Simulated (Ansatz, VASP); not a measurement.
Two plane-wave programs on Os

```
Os
1.0
     2.49489    0.00000    0.00000
     0.00000    2.49489    0.00000
     0.00000    0.00000    2.49489
Os
1
Cartesian
  0.0000 0.0000 0.0000
```

Alike in both runs: task single point; functional revPBE; k mesh 14 × 14 × 14; occupations fermi-dirac, width 0.1 eV; no spin polarisation.

|  | VASP | Ansatz |
| --- | --- | --- |
| version | VASP 6.6.1 | Ansatz 0.2.0 |
| potentials or method | VASP PAW PBE potentials, release 64 (Os) | plane waves (420 eV) with PAW, scalar-relativistic |
| plane-wave cutoff (eV) | 520 | 420 |
| valence electrons in the cell | 8 | 16 |

VASP gave:

```
pressure (GPa) : 26.9
```

Q: Estimate Ansatz's values.

A: Pressure (GPa): 27.0.

The two sets of potentials don't hold the same shells in valence.

Caveats: so large a pressure means that the cell lies far from this level's equilibrium, or that cutoff or potentials fall short (VASP); the potentials were made for another functional, which shifts forces and pressure (VASP). Spin-orbit coupling is left out, which matters for the levels of Os.
